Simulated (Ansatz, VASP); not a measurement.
# AlH5: VASP beside Ansatz

```
Al H
1.0
     3.45151    0.00000    0.00000
     0.00000    3.45151    0.00000
     0.00000    0.00000    3.45151
Al H
1 5
Cartesian
  0.0000 0.0000 0.0000
  0.9745 0.9745 0.9745
  2.4770 2.4770 0.9745
  2.4770 0.9745 2.4770
  0.9745 2.4770 2.4770
  1.7258 1.7258 1.7258
```

Alike in both runs: task relaxation of cell and atoms; functional PBE; k mesh 12 × 12 × 12; occupations gaussian, width 0.1 eV; no spin polarisation.

|  | VASP | Ansatz |
| --- | --- | --- |
| version | VASP 6.6.1 | Ansatz 0.2.0 |
| potentials or method | VASP PAW PBE potentials, release 64 (Al, H) | scalar-relativistic, plane waves, PAW |
| plane-wave cutoff (eV) | 600 | 420 |
| valence electrons in the cell | 8 | 8 |

```tsv
	VASP	Ansatz	Ansatz less VASP
gap on the k mesh at the Fermi level, each at its own relaxed structure (eV)	none	none	-
relaxed volume (Å³/atom)	6.83	6.82	-0.013
relaxed cell length with the largest relative difference (Å)	3.448	3.446	-0.0022
```

A gap of «none» marks a metal or a gap that the smearing closes.
